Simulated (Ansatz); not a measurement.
**What internal relaxation does to the elastic constants of CuO**

These are results of Ansatz, DFT PBE+U, scalar-relativistic, plane waves, PAW, not measurements. Cutoff 420 eV, 14×14×8 k-points (Γ-centred), Fermi-Dirac smearing of 0.15 eV. U_eff = 4.0 eV on Cu d. No spin polarisation.

Relaxed structure:
```
CELL_PARAMETERS angstrom
2.09285 -2.09584 0.00000
2.09285 2.09584 0.00000
0.00000 0.00000 5.18021
ATOMIC_POSITIONS crystal
Cu 0.00000 0.50000 0.00000
Cu 0.50000 0.00000 0.50000
O 0.50000 0.50000 0.25000
O 0.50000 0.50000 0.75000
```

In a metal, frequencies and elastic constants depend on the k mesh and the smearing, soft modes and shear constants most. Spin polarisation was left out, and a magnetic state may lie lower. A semilocal functional can close a gap that the real compound has.

Clamped-ion constants (GPa, Voigt order; atoms follow the strain homogeneously):
```
132.1 121.8 112.9   0.0   0.0   0.0
121.8 132.7 113.0   0.0   0.0   0.0
112.8 113.0 309.5   0.0   0.0   0.0
  0.0   0.0   0.0  52.9   0.0   0.0
  0.0   0.0   0.0   0.0  52.8   0.0
  0.0   0.0   0.0   0.0   0.0  55.5
```

**Question.** What are the constants once the atoms relax in each strained cell?

**Answer.**
C11 = 132.1, C12 = 121.8, C13 = 112.9, C22 = 132.7, C23 = 113.0, C33 = 309.5, C44 = 10.0, C55 = 10.0, C66 = 51.8 GPa; the others vanish.
The Voigt shear modulus goes from 47.3 to 29.5 GPa and the Voigt bulk modulus doesn't change. Relaxation subtracts ΛᵀK⁻¹Λ/V, with Λ the forces that a strain puts on the atoms and K the zone-centre force constants. At a stable cell this can only lower the diagonal constants, and it acts only for strains that share their symmetry with an optical mode; elsewhere, and where the coupling is weak, the constants hardly move.

This form isn't the usual stable structure of the compound.

Cost: 2 runs of about 30 core-minutes in all, on Arm Neoverse V2, Arm Neoverse V1 (shared hosts).